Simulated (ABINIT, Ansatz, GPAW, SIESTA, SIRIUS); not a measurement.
**Sn: programs and potentials compared**

```
Sn
1.0
    -1.72654    1.77555    2.33834
     1.72654   -1.77555    2.33834
     1.72654    1.77555   -2.33834
Sn
1
Direct
  0.00000 0.00000 0.00000
```

This isn't the form of Sn at room conditions, which is tetragonal (white tin).

Alike in all runs: task single point; functional PBEsol; k mesh 11 × 11 × 11; occupations fermi-dirac, width 0.05 eV; no spin polarisation; no spin-orbit coupling. Pressure is positive in compression and, in plane waves, holds the error of the finite cutoff.

```json
{"program and potentials": "Ansatz, all-electron LAPW, scalar-relativistic", "plane-wave cutoff (eV)": "-", "notes": "-", "pressure (GPa)": "-3.60"}
{"program and potentials": "GPAW, PAW data sets generated for this functional", "plane-wave cutoff (eV)": "600", "notes": "-", "pressure (GPa)": "-3.79"}
{"program and potentials": "ABINIT, PseudoDojo NC SR PBEsol v0.4.1 standard", "plane-wave cutoff (eV)": "980", "notes": "-", "pressure (GPa)": "-3.56"}
{"program and potentials": "SIESTA, files PseudoDojo sr-pbesol-0.4.1-standard, DZP (energy shift 0.003 Ry; two zetas on semicore shells)", "plane-wave cutoff (eV)": "-", "notes": "atomic basis", "pressure (GPa)": "-2.58"}
{"program and potentials": "SIRIUS, PseudoDojo 0.4.1 PBEsol standard (scalar relativistic)", "plane-wave cutoff (eV)": "983", "notes": "-", "pressure (GPa)": "-3.56"}
```

The pressure spans -3.79 (GPAW, PAW data sets generated for this functional) to -2.58 GPa (SIESTA, files PseudoDojo sr-pbesol-0.4.1-standard, DZP (energy shift 0.003 Ry; two zetas on semicore shells)), with all-electron results at -3.60. Rows in atomic bases carry the error of their basis and grid, which can be large.

The functional is the same throughout but for its coding, so the spread measures potentials, basis and numerics; runs on potential files found faulty are left out.
